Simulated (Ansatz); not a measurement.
TiSi2:

```
Ti Si
1.0
     4.37464    0.00000    0.00000
    -2.18732    3.78855    0.00000
     0.00000    0.00000    2.56101
Ti Si
1 2
Direct
  0.00000 0.00000 0.00000
  0.33333 0.66667 0.50000
  0.66667 0.33333 0.50000
```

The cell was built by a generator and needn't be a form met in nature.

Base run:

| Item | Value |
| --- | --- |
| Program | Ansatz 0.2.0 |
| Functional | LDA |
| Potentials or basis | Ansatz PAW |
| Cutoff | 420 eV (not typed: the program's choice for these potentials) |
| k mesh | 7 × 7 × 10 |
| Occupations | fermi-dirac, width 0.05 eV |
| Spin | no spin polarisation |
| Hubbard terms | Ti d U = 2 eV |

Its results: band gap on the k mesh none (metal or under the smearing width); pressure -5.4 GPa.

Question: The run is repeated on the same cell with these changes: hubbard terms from Ti d U = 2 eV to Ti d U = 5 eV. What comes out?

Answer: Band gap on the k mesh none (metal or under the smearing width); pressure -1.1 GPa.

Caveats: U without spin polarisation on a metal has little footing; the PAW data sets come from PBE, with cores solved anew for the run's functional, which leaves a small shift of forces and pressure; the U is typed as a test and isn't derived for this compound.
